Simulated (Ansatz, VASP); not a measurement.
## Pt: VASP beside Ansatz

The input INCAR:

```
PREC = Accurate ; ENCUT = 520
EDIFF = 1E-7 ; ISMEAR = 0
SIGMA = 0.1 ; LREAL = F
LASPH = T ; NELM = 100
ALGO = Normal ; ISIF = 2
LWAVE = F ; LCHARG = F
GGA = PS ; NBANDS = 11
```

Contents of KPOINTS:

```
regular mesh
0
Gamma
  18 18 18
```

Contents of POSCAR:

```
Pt
1.0
    0.0000000000      1.9784377247      1.9784377247
    1.9784377247      0.0000000000      1.9784377247
    1.9784377247      1.9784377247      0.0000000000
Pt
1
Direct
    0.0000000000      0.0000000000      0.0000000000
```

Input for Ansatz:

```yaml
crystal:
  lattice:
    - [0.0, 1.9784377249, 1.9784377249]
    - [1.9784377249, 0.0, 1.9784377249]
    - [1.9784377249, 1.9784377249, 0.0]
  atoms:
    - { symbol: Pt, position: [0.0, 0.0, 0.0] }
basis:
  ecutwfc: 420
kpoints:
  mp_grid: { grid: [18, 18, 18] }
hamiltonian:
  xc: pbesol
scf:
  occupations: { method: gaussian, width: 0.1 }
output:
  forces: true
  stress: true
  eigenvalues: true
```

Alike in both runs: task single point; functional PBEsol; k mesh 18 × 18 × 18; occupations gaussian, width 0.1 eV; no spin polarisation.

```csv
,VASP,Ansatz
version,VASP 6.6.1,Ansatz 0.2.0
potentials or method,"VASP PAW PBE potentials, release 64 (Pt)","scalar-relativistic, plane waves, PAW"
plane-wave cutoff (eV),520,420
valence electrons in the cell,10,18
```

|  | VASP | Ansatz | Ansatz less VASP |
| --- | --- | --- | --- |
| gap on the k mesh at the Fermi level (eV) | none | none | - |
| pressure (GPa) | -8.3 | -7.9 | +0.41 |

A gap of «none» marks a metal or a gap that the smearing closes. The two sets of potentials don't hold the same shells in valence.

Caveats: the PAW data sets were made with another functional, which shifts forces and pressure a little (VASP). The runs have no spin-orbit coupling, so splittings on Pt are missing.
